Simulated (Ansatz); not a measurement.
MoS2:

```
Mo S
1.0
     0.00000    2.99595    2.99595
     2.99595    0.00000    2.99595
     2.99595    2.99595    0.00000
Mo S
1 2
Direct
  0.00000 0.00000 0.00000
  0.25000 0.25000 0.25000
  0.75000 0.75000 0.75000
```

Measurements of this composition are mostly on another form, of space group No. 194.

| Item | Value |
| --- | --- |
| Program | Ansatz 0.2.0 |
| Task | single point |
| Functional | PBE |
| Potentials or basis | all-electron LAPW, scalar-relativistic |
| Cutoff | 223 eV (chosen from the basis error) |
| Basis error allowed | 0.001 eV/atom |
| k mesh | 8 × 8 × 8 |
| Occupations | fermi-dirac, width 0.05 eV |
| Spin | no spin polarisation |

On this cell: pressure -7.0 GPa; largest force zero by symmetry; band gap on the k mesh none (metal or under the smearing width).

The same run follows on a disturbed copy (atoms moved at random, drawn with an rms of 0.05 Å):

```
CELL_PARAMETERS angstrom
0.00000 2.99595 2.99595
2.99595 0.00000 2.99595
2.99595 2.99595 0.00000
ATOMIC_POSITIONS crystal
Mo 0.00181 0.01294 0.00515
S 0.24434 0.24922 0.25721
S 0.74746 0.75569 0.74825
```

**Question.** What changes?

**Answer.** The energy (extrapolated to zero smearing) moves by -1.2 meV/atom; pressure -6.9 GPa; largest force 0.133 eV/Å; band gap on the k mesh none (metal or under the smearing width).

Forces on the atoms (eV/Å):
```
Mo   0.029  0.004  0.055
S   -0.023 -0.029  0.076
S   -0.007  0.026 -0.131
```

Stress tensor (GPa, compression positive):
```
-6.89  0.51  0.08
 0.51 -6.94  0.09
 0.08  0.09 -6.82
```

The energy falls, though the first cell shows no forces: that form is unstable against this distortion, unless noise or another electronic state is at work.

The runs don't all hold the same shells in valence.
